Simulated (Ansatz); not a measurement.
Level of theory: Ansatz 0.2.0, DFT PBE, scalar-relativistic, plane waves, PAW. All cells share a 420 eV cutoff and Γ-centred k meshes spaced at most about 0.3 Å⁻¹ (about 0.25 or finer for metals, 2π included). No spin polarisation.

Each guess is relaxed in cell and atoms at zero pressure, on a coarse mesh first where it starts far from rest and then on a converged one. The steps can't lower the symmetry of the start, but it can rise. Energies are static (0 K, no zero-point motion).

Two unrelaxed guesses for Ti₃Se:

A. (collinear spin from parallel moments)

```
CELL_PARAMETERS angstrom
4.04989 0.00000 0.00000
-2.02494 3.50731 0.00000
0.00000 0.00000 5.60031
ATOMIC_POSITIONS crystal
Ti 0.50000 0.00000 0.50000
Ti 0.00000 0.50000 0.50000
Ti 0.50000 0.50000 0.50000
Se 0.00000 0.00000 0.00000
```

B. (collinear spin from parallel moments)

```
CELL_PARAMETERS angstrom
-2.73465 2.73465 2.73465
2.73465 -2.73465 2.73465
2.73465 2.73465 -2.73465
ATOMIC_POSITIONS crystal
Ti 0.00000 0.50000 0.50000
Ti 0.50000 0.00000 0.50000
Ti 0.50000 0.50000 0.00000
Se 0.00000 0.00000 0.00000
```

Problem. Which guess leads to the lower structure, and by how much?

Solution. A ends lower, by 45 meV/atom. A: P6/mmm at 19.9 Å³/atom → P6/mmm at 17.5 Å³/atom; B: Im-3m at 20.5 Å³/atom → Im-3m at 18.5 Å³/atom. Counting Ti atoms around Se (those within 1.25 times the shortest such distance or 1.15 times the sum of covalent radii), the end of A has Se 12 and the end of B has Se 6. End of A. Conventional cell: a = 5.207 Å, c = 2.985 Å. Around Ti lie 4 Ti at 2.60 Å, 2 Ti at 2.98 Å and 4 Se at 3.00 Å; around Se lie 2 Se at 2.98 Å and 12 Ti at 3.00 Å. End of B. Conventional cell: a = 5.290 Å. Ti has 2 Se at 2.65 Å and 4 Ti at 2.65 Å; Se has 6 Ti at 2.65 Å.

Ends held by symmetry can be saddle points. Neither end is the lowest form computed: that has space group P4/mmm (No. 123) and lies 0.67 eV/atom below the better end. Even the lowest of the cells shown lies +0.19 eV/atom against the elements. Some structure types and database cells were kept out of the candidates from the start, so a known form may be missing.
